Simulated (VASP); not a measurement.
# Ta: intraband terms of a metal's spectrum

Ta, Fm-3m (no. 225), 1 atom in the cell. PBE, independent-particle dielectric function; PAW potentials Ta_pv (PBE set).

## Input

INCAR.step1:
```
SYSTEM = Ta
  PREC = Accurate
  ENCUT = 260
  ISMEAR = 1
  SIGMA = 0.1
  EDIFF = 1E-7
  LASPH = .TRUE.
  KPAR = 4
  LWAVE = .FALSE.
  LCHARG = .TRUE.
  LMAXMIX = 4
```

INCAR.step2:
```
SYSTEM = Ta
  PREC = Accurate
  ENCUT = 260
  ISMEAR = 0
  SIGMA = 0.3
  EDIFF = 1E-6
  LASPH = .TRUE.
  KPAR = 4
  LWAVE = .TRUE.
  LCHARG = .FALSE.
  LMAXMIX = 4
  ICHARG = 11
  NBANDS = 20
  NEDOS = 3000
  OMEGAMAX = 30
  CSHIFT = 0.1
```

INCAR.step3, as INCAR.step2 but for:
```
- LWAVE = .TRUE.
+ LWAVE = .FALSE.
+ LOPTICS = .TRUE.
+ ALGO = None
+ NELM = 1
+ ISTART = 1
```

INCAR.step4, as INCAR.step3 but for:
```
+ WPLASMAI = 0.03
```

INCAR.step5 to INCAR.step6 change the same tag again: WPLASMAI = 0.1, 0.3.

INCAR.step7, as INCAR.step6 but for:
```
- WPLASMAI = 0.3
+ RTIME = 20
```

INCAR.step8, as INCAR.step7 but for:
```
- RTIME = 20
+ RTIME = 1
```

INCAR.step9, as INCAR.step8 but for:
```
- RTIME = 1
+ LNABLA = .TRUE.
```

INCAR.step10, as INCAR.step9 but for:
```
- ISMEAR = 0
- LNABLA = .TRUE.
+ ISMEAR = -5
```

KPOINTS.step1:
```
k-points
0
Gamma
  11 11 11
```

KPOINTS.step2:
```
k-points
0
Gamma
  22 22 22
```

POSCAR:
```
Ta
1.0
    0.0000000000      2.1100000000      2.1100000000
    2.1100000000      0.0000000000      2.1100000000
    2.1100000000      2.1100000000      0.0000000000
Ta
1
Direct
    0.0000000000      0.0000000000      0.0000000000
```

Commands (each step's output is kept before the next begins):
```
cat potpaw_PBE.64/Ta_pv/POTCAR > POTCAR
cp INCAR.step1 INCAR
cp KPOINTS.step1 KPOINTS
mpirun -np 4 vasp_std > vasp.out
cp INCAR.step2 INCAR
cp KPOINTS.step2 KPOINTS
mpirun -np 4 vasp_std > vasp.out
cp INCAR.step3 INCAR
mpirun -np 4 vasp_std > vasp.out
cp INCAR.step4 INCAR
mpirun -np 4 vasp_std > vasp.out
cp INCAR.step5 INCAR
mpirun -np 4 vasp_std > vasp.out
cp INCAR.step6 INCAR
mpirun -np 4 vasp_std > vasp.out
cp INCAR.step7 INCAR
mpirun -np 4 vasp_std > vasp.out
cp INCAR.step8 INCAR
mpirun -np 4 vasp_std > vasp.out
cp INCAR.step9 INCAR
mpirun -np 4 vasp_std > vasp.out
cp INCAR.step10 INCAR
mpirun -np 4 vasp_std > vasp.out
```

## Result

- Bands: 20

One ground state, settings moved in the last step alone:

| Settings | Plasma frequency (eV) | Im ε at 0.5 eV | Im ε at 1 eV | Im ε at 2 eV | Im ε at 4 eV | Time (s) |
|---|---|---|---|---|---|---|
| interband part alone | 7.66 | 25.8 | 26.9 | 19.9 | 11.6 | 10 |
| Drude term, WPLASMAI 0.03 | 7.66 | 39.8 | 28.7 | 20.1 | 11.7 | 10 |
| Drude term, WPLASMAI 0.1 | 7.66 | 70.9 | 32.7 | 20.6 | 11.7 | 9 |
| Drude term, WPLASMAI 0.3 | 7.66 | 129.4 | 43.1 | 22.1 | 11.9 | 10 |
| relaxation time RTIME 20 fs | 7.66 | 41.2 | 28.9 | 20.1 | 11.7 | 8 |
| relaxation time RTIME 1 fs | 7.66 | 138.9 | 53.9 | 24.3 | 12.2 | 8 |
| transversal form (LNABLA) | 7.30 | 23.6 | 23.4 | 16.6 | 10.3 | 9 |
| tetrahedron method | – | – | – | – | – | no result |

Limits: Spin-orbit coupling is left out, which can matter with atoms this heavy.

VASP 6.6.1 took 80 s on 4 cores (AMD EPYC 7R43 (Zen 3)), a shared host.
